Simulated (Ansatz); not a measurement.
**AlN: a line through a two-coordinate scan**

How does the energy of AlN (Fm-3m, No. 225; 2 atoms in the cell) vary with engineering shear strain yz, at engineering shear strain xz = −8 %?

Computed with Ansatz 0.2.0 (DFT PBEsol, scalar-relativistic, plane waves, PAW, unless a step's input says otherwise).

2 further runs of the same task are left out: 2 set aside as unsound or not needed.

## (1) The structure to begin with

Symmetry: Fm-3m, No. 225, cubic system. The conventional cell has a = 4.045 Å, b = 4.045 Å, c = 4.045 Å, α = 90.00°, β = 90.00°, γ = 90.00°. Around Al (site symmetry m-3m) lie 6 N at 2.02 Å. N (site symmetry m-3m) has 6 Al at 2.02 Å as nearest neighbours.

Structure file:

```cif
data_structure
_symmetry_space_group_name_H-M 'Fm-3m'
_symmetry_Int_Tables_number 225
_cell_length_a 4.0445
_cell_length_b 4.0445
_cell_length_c 4.0445
_cell_angle_alpha 90.000
_cell_angle_beta 90.000
_cell_angle_gamma 90.000
_cell_volume 66.16
loop_
_atom_site_label
_atom_site_type_symbol
_atom_site_symmetry_multiplicity
_atom_site_Wyckoff_symbol
_atom_site_fract_x
_atom_site_fract_y
_atom_site_fract_z
_atom_site_occupancy
Al1 Al 4 b 0.50000 0.00000 0.00000 1
N1 N 4 a 0.00000 0.00000 0.00000 1
```

It goes back to an entry of the Materials Project, which need not be the stable form.

This cell was relaxed beforehand with the same method: volume 8.27 Å³/atom, gap on the mesh 4.55 eV.

## (2) Plan of the line

The energy is mapped over two homogeneous strains (x along [1 0 0], y along [0 1 0], z along [0 0 1] of the conventional cell).

First coordinate, engineering shear strain xz: 9 values from −8 to 8 %. Second coordinate, engineering shear strain yz: 9 values from −8 to 8 %.

Nothing else is relaxed (symmetry fixes all fractional coordinates). Energies count from the relaxed crystal. Points are written as (first, second).

## (3) Grid point (−8 %, −8 %)

File input.yaml:

```yaml
crystal:
  lattice:
    - [-0.0808908813, 1.9413811517, 1.9413811517]
    - [1.9413811517, -0.0808908813, 1.9413811517]
    - [2.022272033, 2.022272033, -0.1617817626]
  atoms:
    - { symbol: Al, position: [0.5, 0.5, 0.5] }
    - { symbol: "N", position: [0.0, 0.0, 0.0] }
basis:
  ecutwfc: 520.0
kpoints:
  mp_grid: { grid: [10, 10, 10] }
hamiltonian:
  xc: pbesol
  pseudopotentials: { kind: paw, azcp: { folder: soft_1 } }
scf:
  occupations: { method: gaussian, width: 0.05 }
output:
  forces: true
  stress: true
  eigenvalues: true
```

The run is started by

```bash
$ ansatz run input.yaml --threads 1 --pin off --max-ram 2048MiB --backend cpu --events-out ev --progress --plain --runs-dir out
```

What it wrote, cut to the lines that bear on the results:

```text
Warning: <dir> the record states the generating functional pbe (its physics header spells it `PBE`), which answers neither for hamiltonian.xc's functional nor for the pbesol family's — results may be inconsistent (PPs are generated against a specific XC)
[...]
Warning: RAYON_NUM_THREADS=1 ignored (pool sized by the plan → 1); use --threads N
[...]
Pseudopotentials: kind: paw
Pseudopotential: Al, paw, valence charge 3, recommended cutoff 420 eV (normal), <dir>
Pseudopotential: N, paw, valence charge 5, recommended cutoff 420 eV (normal), <dir>
Functional definition: PBEsol
[...]
Crystal: 2 atoms, lattice volume = 16.488 Å³
Basis set: ecut = 520 eV, 453 PW (Γ), exchange–correlation on 48×48×48 points (8 copies of the dense FFT grid, shifted against one another)
Bands: 8, of which v1, the nominal top of the filled ones, is band 4 counted from 1 (3 counted from 0)
Symmetry: 4 space group operations
Space group: C2/m (ITA 12), of the structure as read, at distance tolerance 2.5e-5 Å
k-points: 282 of 1000
[...]
SCF iter   1: F=—  HF=-906.529817 eV  |F-HF|=—  |Δ(HF+E_count)|=         —  Δρ=1.24e-1  dr2=2.91e0  ethr=3.10e-3  ⟨swp⟩=4.3  Hψ=15480  notcnv=0
[...]
SCF iter   6: F=-905.553336 eV  HF=-905.553336 eV  |F-HF|=7.06e-10  |Δ(HF+E_count)|=   1.65e-8  Δρ=8.68e-6  dr2=4.42e-9  ethr=1.25e-9  ⟨swp⟩=5.1  Hψ=11540  notcnv=0
[...]
SCF converged after 6 iterations
Free energy (F): -905.553336 eV
[...]
E sigma→0 (E₀):  -905.553336 eV
Fermi energy:    13.346160 eV
[...]
--- Forces (eV/Å), atoms counted from 1 ---
  atom   1  Al     0.00000000     0.00000000     0.00000000
  atom   2  N     -0.00000000    -0.00000000     0.00000000
[...]
--- Stress (GPa, compression-positive) ---
        0.696903      -2.833334      24.904813
       -2.833334       0.696903      24.904813
       24.904813      24.904813       3.486339
  P = ⅓ Tr σ = 1.6267 GPa (16.267 kbar)
--- Band table (eV; the first three rows and the last of 282) ---
  k-point 0: bands = ["-6.3565", "10.3890", "11.2582", "11.9693", "16.3841", "21.8707", "23.0898", "25.2577"]
[...]
```

It took 3.3 s on 1 thread of Intel Xeon Platinum 8259CL at 2.50GHz (Skylake/Cascade Lake), shared host; peak memory 0.38 GiB.

Energy on the map's scale: 103 meV/atom.

## (4) Grid point (−8 %, −6 %)

input.yaml, as its differences from that of step 3:

```diff
@@ -2,5 +2,5 @@
   lattice:
-    - [-0.0808908813, 1.9413811517, 1.9413811517]
-    - [1.9413811517, -0.0808908813, 1.9413811517]
-    - [2.022272033, 2.022272033, -0.1617817626]
+    - [-0.0808908813, 1.961603872, 1.961603872]
+    - [1.9413811517, -0.060668161, 1.9413811517]
+    - [2.022272033, 2.022272033, -0.1415590423]
   atoms:
```

The run is started by

```bash
$ ansatz run input.yaml --threads 1 --pin off --max-ram 2048MiB --backend cpu --events-out ev --progress --plain --runs-dir out
```

What it wrote, cut to the lines that bear on the results:

```text
Warning: <dir> the record states the generating functional pbe (its physics header spells it `PBE`), which answers neither for hamiltonian.xc's functional nor for the pbesol family's — results may be inconsistent (PPs are generated against a specific XC)
[...]
Warning: RAYON_NUM_THREADS=1 ignored (pool sized by the plan → 1); use --threads N
[...]
[... 4 set-up lines as earlier in the session ...]
[...]
Crystal: 2 atoms, lattice volume = 16.499 Å³
Basis set: ecut = 520 eV, 453 PW (Γ), exchange–correlation on 48×48×48 points (8 copies of the dense FFT grid, shifted against one another)
Bands: 8, of which v1, the nominal top of the filled ones, is band 4 counted from 1 (3 counted from 0)
Symmetry: 2 space group operations
Space group: P-1 (ITA 2), of the structure as read, at distance tolerance 2.5e-5 Å
k-points: 504 of 1000
[...]
SCF iter   1: F=—  HF=-906.572390 eV  |F-HF|=—  |Δ(HF+E_count)|=         —  Δρ=1.24e-1  dr2=2.91e0  ethr=3.10e-3  ⟨swp⟩=4.2  Hψ=27725  notcnv=0
[...]
SCF iter   6: F=-905.598284 eV  HF=-905.598284 eV  |F-HF|=5.45e-10  |Δ(HF+E_count)|=   8.25e-9  Δρ=8.18e-6  dr2=4.19e-9  ethr=1.25e-9  ⟨swp⟩=5.1  Hψ=20631  notcnv=0
[...]
SCF converged after 6 iterations
Free energy (F): -905.598284 eV
[...]
E sigma→0 (E₀):  -905.598284 eV
Fermi energy:    13.287159 eV
[...]
--- Forces (eV/Å), atoms counted from 1 ---
  atom   1  Al     0.00000000     0.00000000     0.00000000
  atom   2  N      0.00000000     0.00000000     0.00000000
[...]
--- Stress (GPa, compression-positive) ---
        1.153846      -2.119339      25.000217
       -2.119339      -0.065152      18.622121
       25.000217      18.622121       2.718217
  P = ⅓ Tr σ = 1.2690 GPa (12.690 kbar)
--- Band table (eV; the first three rows and the last of 504) ---
  k-point 0: bands = ["-6.3660", "10.4717", "11.2197", "11.8710", "16.4649", "21.9361", "23.1284", "24.9535"]
[...]
```

It took 5.8 s on 1 thread of Intel Xeon Platinum 8259CL at 2.50GHz (Skylake/Cascade Lake), shared host; peak memory 0.43 GiB.

Energy on the map's scale: 81 meV/atom.

## (5) The run at (−8 %, −4 %)

input.yaml, as its differences from that of step 4:

```diff
@@ -2,5 +2,5 @@
   lattice:
-    - [-0.0808908813, 1.961603872, 1.961603872]
-    - [1.9413811517, -0.060668161, 1.9413811517]
-    - [2.022272033, 2.022272033, -0.1415590423]
+    - [-0.0808908813, 1.9818265923, 1.9818265923]
+    - [1.9413811517, -0.0404454407, 1.9413811517]
+    - [2.022272033, 2.022272033, -0.121336322]
   atoms:
```

The run is started by

```bash
$ ansatz run input.yaml --threads 1 --pin off --max-ram 2048MiB --backend cpu --events-out ev --progress --plain --runs-dir out
```

What it wrote, cut to the lines that bear on the results:

```text
Warning: <dir> the record states the generating functional pbe (its physics header spells it `PBE`), which answers neither for hamiltonian.xc's functional nor for the pbesol family's — results may be inconsistent (PPs are generated against a specific XC)
[...]
Warning: RAYON_NUM_THREADS=1 ignored (pool sized by the plan → 1); use --threads N
[...]
[... 4 set-up lines as earlier in the session ...]
[...]
Crystal: 2 atoms, lattice volume = 16.507 Å³
Basis set: ecut = 520 eV, 457 PW (Γ), exchange–correlation on 48×48×48 points (8 copies of the dense FFT grid, shifted against one another)
Bands: 8, of which v1, the nominal top of the filled ones, is band 4 counted from 1 (3 counted from 0)
[... 2 set-up lines as earlier in the session ...]
k-points: 504 of 1000
[...]
SCF iter   1: F=—  HF=-906.602667 eV  |F-HF|=—  |Δ(HF+E_count)|=         —  Δρ=1.24e-1  dr2=2.90e0  ethr=3.10e-3  ⟨swp⟩=4.2  Hψ=27767  notcnv=0
[...]
SCF iter   6: F=-905.630273 eV  HF=-905.630273 eV  |F-HF|=6.47e-10  |Δ(HF+E_count)|=   8.44e-9  Δρ=7.56e-6  dr2=3.55e-9  ethr=1.25e-9  ⟨swp⟩=5.1  Hψ=20637  notcnv=0
[...]
SCF converged after 6 iterations
Free energy (F): -905.630273 eV
[...]
E sigma→0 (E₀):  -905.630273 eV
Fermi energy:    13.245375 eV
[...]
--- Forces (eV/Å), atoms counted from 1 ---
  atom   1  Al     0.00000000     0.00000000     0.00000000
  atom   2  N      0.00000000     0.00000000     0.00000000
[...]
--- Stress (GPa, compression-positive) ---
        1.479806      -1.410177      25.067926
       -1.410177      -0.605463      12.387878
       25.067926      12.387878       2.173549
  P = ⅓ Tr σ = 1.0160 GPa (10.160 kbar)
--- Band table (eV; the first three rows and the last of 504) ---
  k-point 0: bands = ["-6.3727", "10.5467", "11.1751", "11.8019", "16.5248", "21.9607", "23.2232", "24.6885"]
[...]
```

It took 5.8 s on 1 thread of Intel Xeon Platinum 8259CL at 2.50GHz (Skylake/Cascade Lake), shared host; peak memory 0.43 GiB.

On the map this point reads 65 meV/atom.

## (6) Point (−8 %, −2 %)

input.yaml, as its differences from that of step 5:

```diff
@@ -2,5 +2,5 @@
   lattice:
-    - [-0.0808908813, 1.9818265923, 1.9818265923]
-    - [1.9413811517, -0.0404454407, 1.9413811517]
-    - [2.022272033, 2.022272033, -0.121336322]
+    - [-0.0808908813, 2.0020493127, 2.0020493127]
+    - [1.9413811517, -0.0202227203, 1.9413811517]
+    - [2.022272033, 2.022272033, -0.1011136017]
   atoms:
```

The run is started by

```bash
$ ansatz run input.yaml --threads 1 --pin off --max-ram 2048MiB --backend cpu --events-out ev --progress --plain --runs-dir out
```

What it wrote, cut to the lines that bear on the results:

```text
Warning: <dir> the record states the generating functional pbe (its physics header spells it `PBE`), which answers neither for hamiltonian.xc's functional nor for the pbesol family's — results may be inconsistent (PPs are generated against a specific XC)
[...]
Warning: RAYON_NUM_THREADS=1 ignored (pool sized by the plan → 1); use --threads N
[...]
[... 4 set-up lines as earlier in the session ...]
[...]
Crystal: 2 atoms, lattice volume = 16.512 Å³
Basis set: ecut = 520 eV, 453 PW (Γ), exchange–correlation on 48×48×48 points (8 copies of the dense FFT grid, shifted against one another)
Bands: 8, of which v1, the nominal top of the filled ones, is band 4 counted from 1 (3 counted from 0)
[... 2 set-up lines as earlier in the session ...]
k-points: 504 of 1000
[...]
SCF iter   1: F=—  HF=-906.620788 eV  |F-HF|=—  |Δ(HF+E_count)|=         —  Δρ=1.24e-1  dr2=2.90e0  ethr=3.10e-3  ⟨swp⟩=4.2  Hψ=27716  notcnv=0
[...]
SCF iter   6: F=-905.649419 eV  HF=-905.649419 eV  |F-HF|=6.49e-10  |Δ(HF+E_count)|=   1.51e-8  Δρ=7.30e-6  dr2=3.36e-9  ethr=1.25e-9  ⟨swp⟩=5.1  Hψ=20566  notcnv=0
[...]
SCF converged after 6 iterations
Free energy (F): -905.649419 eV
[...]
E sigma→0 (E₀):  -905.649419 eV
Fermi energy:    13.220978 eV
[...]
--- Forces (eV/Å), atoms counted from 1 ---
  atom   1  Al     0.00000000     0.00000000     0.00000000
  atom   2  N      0.00000000     0.00000000     0.00000000
[...]
--- Stress (GPa, compression-positive) ---
        1.675154      -0.704272      25.108349
       -0.704272      -0.928099       6.185905
       25.108349       6.185905       1.848386
  P = ⅓ Tr σ = 0.8651 GPa (8.651 kbar)
--- Band table (eV; the first three rows and the last of 504) ---
  k-point 0: bands = ["-6.3768", "10.6031", "11.1358", "11.7618", "16.5616", "21.9647", "23.3285", "24.4909"]
[...]
```

It took 5.8 s on 1 thread of Intel Xeon Platinum 8259CL at 2.50GHz (Skylake/Cascade Lake), shared host; peak memory 0.43 GiB.

On the map this point reads 55 meV/atom.

## (7) The run at (−8 %, 0 %)

input.yaml, as its differences from that of step 6:

```diff
@@ -2,5 +2,5 @@
   lattice:
-    - [-0.0808908813, 2.0020493127, 2.0020493127]
-    - [1.9413811517, -0.0202227203, 1.9413811517]
-    - [2.022272033, 2.022272033, -0.1011136017]
+    - [-0.0808908813, 2.022272033, 2.022272033]
+    - [1.9413811517, 0.0, 1.9413811517]
+    - [2.022272033, 2.022272033, -0.0808908813]
   atoms:
```

The run is started by

```bash
$ ansatz run input.yaml --threads 1 --pin off --max-ram 2048MiB --backend cpu --events-out ev --progress --plain --runs-dir out
```

What it wrote, cut to the lines that bear on the results:

```text
Warning: <dir> the record states the generating functional pbe (its physics header spells it `PBE`), which answers neither for hamiltonian.xc's functional nor for the pbesol family's — results may be inconsistent (PPs are generated against a specific XC)
[...]
Warning: RAYON_NUM_THREADS=1 ignored (pool sized by the plan → 1); use --threads N
[...]
[... 4 set-up lines as earlier in the session ...]
[...]
Crystal: 2 atoms, lattice volume = 16.514 Å³
Basis set: ecut = 520 eV, 447 PW (Γ), exchange–correlation on 48×48×48 points (8 copies of the dense FFT grid, shifted against one another)
Bands: 8, of which v1, the nominal top of the filled ones, is band 4 counted from 1 (3 counted from 0)
Symmetry: 8 space group operations
Space group: Immm (ITA 71), of the structure as read, at distance tolerance 2.5e-5 Å
k-points: 171 of 1000
[...]
SCF iter   1: F=—  HF=-906.626824 eV  |F-HF|=—  |Δ(HF+E_count)|=         —  Δρ=1.24e-1  dr2=2.90e0  ethr=3.10e-3  ⟨swp⟩=4.3  Hψ=9357  notcnv=0
[...]
SCF iter   6: F=-905.655794 eV  HF=-905.655794 eV  |F-HF|=6.99e-10  |Δ(HF+E_count)|=   9.99e-9  Δρ=7.12e-6  dr2=3.18e-9  ethr=1.25e-9  ⟨swp⟩=5.1  Hψ=6991  notcnv=0
[...]
SCF converged after 6 iterations
Free energy (F): -905.655794 eV
[...]
E sigma→0 (E₀):  -905.655794 eV
Fermi energy:    13.213012 eV
[...]
--- Forces (eV/Å), atoms counted from 1 ---
  atom   1  Al     0.00000000     0.00000000    -0.00000000
  atom   2  N      0.00000000    -0.00000000     0.00000000
[...]
--- Stress (GPa, compression-positive) ---
        1.740207      -0.000000      25.121842
       -0.000000      -1.035350      -0.000000
       25.121842      -0.000000       1.740207
  P = ⅓ Tr σ = 0.8150 GPa (8.150 kbar)
--- Band table (eV; the first three rows and the last of 171) ---
  k-point 0: bands = ["-6.3781", "10.6249", "11.1192", "11.7488", "16.5741", "21.9642", "23.3774", "24.4129"]
[...]
```

Wall time 2.2 s (1 thread of Intel Xeon Platinum 8259CL at 2.50GHz (Skylake/Cascade Lake), shared host); peak memory 0.36 GiB.

Energy on the map's scale: 52 meV/atom.

## (8) The line in numbers

| engineering shear strain yz (%) | step | energy (meV/atom) | slope (meV/atom per %) | pressure (GPa) | band gap on the k-mesh (eV) |
| --- | --- | --- | --- | --- | --- |
| −8 | 3 | 103 | −12.9 | 1.63 | 2.754 |
| −6 | 4 | 81 | −9.6 | 1.27 | 2.832 |
| −4 | 5 | 65 | −6.4 | 1.02 | 2.887 |
| −2 | 6 | 55 | −3.2 | 0.86 | 2.918 |
| 0 | 7 | 52 | 0.0 | 0.81 | 2.928 |
| 2 | – | 55 | 3.2 | 0.86 | 2.918 |
| 4 | – | 65 | 6.4 | 1.02 | 2.887 |
| 6 | – | 81 | 9.6 | 1.27 | 2.832 |
| 8 | – | 103 | 12.9 | 1.63 | 2.754 |

Energies count from the relaxed crystal. Rows without a step come from runs not printed here or follow by symmetry. Slopes come from the forces (and the stress, where the cell changes), not from differences of energies.

In words: Along the line the energy is lowest at 0 %, 52 meV/atom from the zero. A fit to energies and slopes at the lowest point and its two neighbours puts the minimum at 0.0 %, with a curvature of about 1.6 meV/atom per %². Divided by the reference volume, that is a stiffness of about 310 GPa for this pattern of strain. The highest point computed, at −8 %, lies 51 meV/atom above the lowest. This is one cut through a surface in two coordinates; the map's lowest point lies off it.

These are semilocal Kohn-Sham gaps, which aren't the measured quantity. Such gaps usually fall short of the measured ones.
